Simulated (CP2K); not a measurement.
Runs of CP2K 2026.2 on Pb. The structure is monoclinic, space group C2/m (No. 12). Conventional cell: a = 6.077 Å, b = 3.501 Å, c = 6.452 Å, α = 90.00°, β = 109.14°, γ = 90.00°. Around Pb (site symmetry m) lie 10 Pb at 3.34 to 3.51 Å. This isn't the form of Pb at room conditions, which is fcc.

```tsv
level	gap on the mesh (eV)	pressure (GPa)	relaxed volume (Å³/atom)
LDA	none	0.0	(a)
PBEsol	none	0.0	33.06
PBE	none	0.0	33.78
BLYP	none	0.0	37.93
```

Alike in all rows: task relaxation of cell and atoms; potentials or basis POTENTIAL_UZH Pb GTH-PBE-q4; TZVP-MOLOPT-PBE-GTH basis; no spin polarisation; cell relaxed; k mesh 7 × 7 × 4; smearing fermi-dirac 0.05 eV.

Q: Fill in the values left out.

A: (a) 33.25.

Caveats: the basis of atomic orbitals isn't converged, which shifts pressures, moduli and gaps; the potentials were made for another functional, which shifts forces and pressure (some runs); the volume moved by over 15 % at a fixed basis, so the end points are rough (some runs).

A k mesh can miss the band edges, and the runs leave out spin-orbit coupling on Pb.

A gap of «none» marks a metal or a gap under the smearing width.
